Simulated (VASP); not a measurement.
# VASP 6.6.1 run: MgS

INCAR

```
NELM = 120
ALGO = Normal
NELECT = 7
LCHARG = .FALSE.
EDIFF = 1E-7
ISMEAR = 0
IBRION = -1
ISIF = 2
ISYM = 0
SIGMA = 0.01
LASPH = .TRUE.
NSW = 0
GGA = RP
LWAVE = .FALSE.
NBANDS = 11
LREAL = .FALSE.
ENCUT = 520
PREC = Accurate
```

KPOINTS

```
KPOINTS created by Atomic Simulation Environment
0
Gamma
4 4 4
0 0 0
```

POSCAR

```
Mg S
 1.0000000000000000
     0.0000000000000000    2.6015179371121850    2.6015179371121850
     2.6015179371121850   -0.0000000000000000    2.6015179371121850
     2.6015179371121850    2.6015179371121850   -0.0000000000000000
 Mg  S
   1   1
Cartesian
 -0.0000000000000000 -0.0000000000000000  0.0000000000000000
  2.6015179371121850  2.6015179371121850  2.6015179371121850
```

The recommended PBE PAW datasets give the neutral cell 8 valence electrons.

Command

```
mpirun -np 1 vasp_std
```

OSZICAR

```
N       E                     dE             d eps       ncg     rms          rms(c)
DAV:   1     0.144772206089E+02    0.14477E+02   -0.29731E+03   824   0.475E+02
DAV:   2    -0.954626325014E+01   -0.24023E+02   -0.23435E+02  1029   0.875E+01
DAV:   3    -0.107653220605E+02   -0.12191E+01   -0.11645E+01   992   0.200E+01
DAV:   4    -0.107735811553E+02   -0.82591E-02   -0.82526E-02   951   0.197E+00
DAV:   5    -0.107736569246E+02   -0.75769E-04   -0.75768E-04  1010   0.191E-01    0.454E+00
DAV:   6    -0.111251259576E+02   -0.35147E+00   -0.32034E-01   921   0.215E+00    0.226E+00
DAV:   7    -0.111159310534E+02    0.91949E-02   -0.36520E-02   891   0.104E+00    0.108E+00
DAV:   8    -0.111189576375E+02   -0.30266E-02   -0.21899E-02   885   0.793E-01    0.215E-01
DAV:   9    -0.111183500826E+02    0.60755E-03   -0.11939E-03   949   0.146E-01    0.795E-02
DAV:  10    -0.111182408523E+02    0.10923E-03   -0.23638E-03   921   0.190E-01    0.145E-01
DAV:  11    -0.111182380491E+02    0.28032E-05   -0.40515E-05   919   0.387E-02    0.203E-01
DAV:  12    -0.111181583828E+02    0.79666E-04   -0.32269E-04   888   0.679E-02    0.362E-02
DAV:  13    -0.111181595677E+02   -0.11849E-05   -0.71179E-06   924   0.156E-02    0.971E-03
DAV:  14    -0.111181592660E+02    0.30165E-06   -0.22694E-07   934   0.212E-03    0.962E-03
DAV:  15    -0.111181592250E+02    0.41024E-07   -0.21925E-08   585   0.967E-04
   1 F= -.11118159E+02 E0= -.11117641E+02  d E =-.103631E-02
```

From OUTCAR

```
k-points           NKPTS =     36   k-points in BZ     NKDIM =     36   number of bands    NBANDS=     11

   NELECT =       7.0000    total number of electrons

   dimension x,y,z NGX =    28 NGY =   28 NGZ =   28
   dimension x,y,z NGXF=    56 NGYF=   56 NGZF=   56

  energy-cutoff  :      520.00
  volume of cell :       35.21
      direct lattice vectors                 reciprocal lattice vectors
     0.000000000  2.601517937  2.601517937    -0.192195484  0.192195484  0.192195484
     2.601517937  0.000000000  2.601517937     0.192195484 -0.192195484  0.192195484
     2.601517937  2.601517937  0.000000000     0.192195484  0.192195484 -0.192195484

 k-points in reciprocal lattice and weights: KPOINTS created by Atomic Simulation Env
   0.00000000  0.00000000  0.00000000       0.016
   0.25000000  0.00000000  0.00000000       0.031
   0.00000000  0.25000000  0.00000000       0.031
   0.00000000  0.00000000  0.25000000       0.031
   0.25000000  0.25000000  0.25000000       0.031
   0.50000000  0.00000000  0.00000000       0.016
   0.00000000  0.50000000  0.00000000       0.016
   0.00000000  0.00000000  0.50000000       0.016
   ...

 E-fermi :   2.7526

 k-point     1 :       0.0000    0.0000    0.0000
  band No.  band energies     occupation
      1      -9.2452      2.00000
      2       3.2936      0.00000
      3       3.2936      0.00000
      4       3.2936      0.00000
      5       7.9730      0.00000
      6      12.2111      0.00000
      7      12.2111      0.00000
      8      12.2111      0.00000
      9      14.3740      0.00000
     10      14.3740      0.00000
     11      17.3177      0.00000

 k-point     2 :       0.2500    0.0000    0.0000
  band No.  band energies     occupation
      1      -8.7597      2.00000
      2       0.9002      2.00000
      3       3.0168      0.00000
      4       3.0168      0.00000
      5       9.2562      0.00000
      6      12.1061      0.00000
      7      12.1061      0.00000
      8      12.3429      0.00000
      9      14.4630      0.00000
     10      14.4630      0.00000
     11      16.6558      0.00000

 k-point     3 :       0.0000    0.2500    0.0000
  band No.  band energies     occupation
      1      -8.7597      2.00000
      2       0.9002      2.00000
      3       3.0168      0.00000
      4       3.0168      0.00000
      5       9.2562      0.00000
      6      12.1061      0.00000
      7      12.1061      0.00000
      8      12.3429      0.00000
      9      14.4630      0.00000
     10      14.4630      0.00000
     11      16.6558      0.00000

 k-point     4 :       0.0000    0.0000    0.2500
  band No.  band energies     occupation
      1      -8.7597      2.00000
      2       0.9002      2.00000
      3       3.0168      0.00000
      4       3.0168      0.00000
      5       9.2562      0.00000
      6      12.1061      0.00000
      7      12.1061      0.00000
      8      12.3429      0.00000
      9      14.4630      0.00000
     10      14.4630      0.00000
     11      16.6558      0.00000

 k-point     5 :       0.2500    0.2500    0.2500
  band No.  band energies     occupation
      1      -8.7597      2.00000
      2       0.9002      2.00000
      3       3.0168      0.00000
      4       3.0168      0.00000
      5       9.2562      0.00000
      6      12.1061      0.00000
      7      12.1061      0.00000
      8      12.3429      0.00000
      9      14.4630      0.00000
     10      14.4630      0.00000
     11      16.6558      0.00000

 ...

  Total       -7.4486970     -7.4486984     -7.4486976     -0.0000012     -0.0000002     -0.0000020
  in kB     -338.9069101   -338.9069728   -338.9069338     -0.0000550     -0.0000076     -0.0000920
  external PRESSURE =    -338.9069389 kB  Pullay stress =       0.0000000 kB

 POSITION                                       TOTAL-FORCE (eV/Angst)
 -----------------------------------------------------------------------------------
      0.00000      0.00000      0.00000         0.000000      0.000000      0.000000
      2.60152      2.60152      2.60152        -0.000000     -0.000000     -0.000000
 -----------------------------------------------------------------------------------
    total drift:                               -0.000000     -0.000000     -0.000000

  FREE ENERGIE OF THE ION-ELECTRON SYSTEM (eV)
  ---------------------------------------------------
  free  energy   TOTEN  =       -11.1181592250 eV

  energy  without entropy=      -11.1171229122  energy(sigma->0) =      -11.11764107
```

It converged. Results: pressure -33.9 GPa.

The cell is charged and sits in a uniform background.

For comparison, a separate r²SCAN run of the intended cell, on usual settings and not on those above, gives a gap of 3.43 eV on its mesh and a pressure of -0.5 GPa.

The run above took about 17 s on one core of a shared host (Intel Xeon Platinum 8488C) and held 0.16 GiB at most.
